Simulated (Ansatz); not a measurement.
Start of a relaxation of ZnSe2:

```
CELL_PARAMETERS angstrom
5.00077 0.00000 0.00000
0.00000 6.07076 0.00000
0.00000 0.00000 3.79563
ATOMIC_POSITIONS crystal
Zn 0.00000 0.00000 0.00000
Zn 0.50000 0.50000 0.50000
Se 0.20300 0.37500 0.00000
Se 0.29700 0.87500 0.50000
Se 0.79700 0.62500 0.00000
Se 0.70300 0.12500 0.50000
```

The calculation used DFT PBE, scalar-relativistic, plane waves, PAW in Ansatz. Cutoff 420 eV, Gaussian smearing, Γ-centred meshes. Cell and atoms relax first on a coarse mesh and then on a converged one. In between, the cell is made exact in the group found at 0.06 Å. The steps can't lower the symmetry of their start. No spin polarisation.

A guess keeps its type if space group and coordination stay and the shape of the cell changes little (axis ratios within about 15 %, angles within 6°); the volume may change.

**Question.** Does this structure survive the relaxation?

**Answer.** It keeps its type. The symmetry stays Pnnm (No. 58). The end has the marcasite type. The volume per atom grows by 15.3 %, from 19.2 to 22.1 Å³. The shortest distance goes from 2.49 Å (Zn–Se) to 2.40 Å (Se–Se). Counting neighbours within 15 % of an atom's shortest distance, the start has Se 4, Zn 6 and the end Se 4, Zn 6.

Formation energies are uncorrected and refer to the elements' standard structures at the same level.

**Question.** At what energy does it end?

**Answer.** −0.299 eV/atom. Whether it is stable depends on the other phases of the system, which aren't compared here.

The last run used an 8×6×10 mesh (in the run's order of axes) for its 6-atom cell and Gaussian smearing of 0.01 eV. The reference form of Se is held partly by dispersion forces, which this level lacks. Symmetry constrained the relaxation, so the result can be a saddle point.
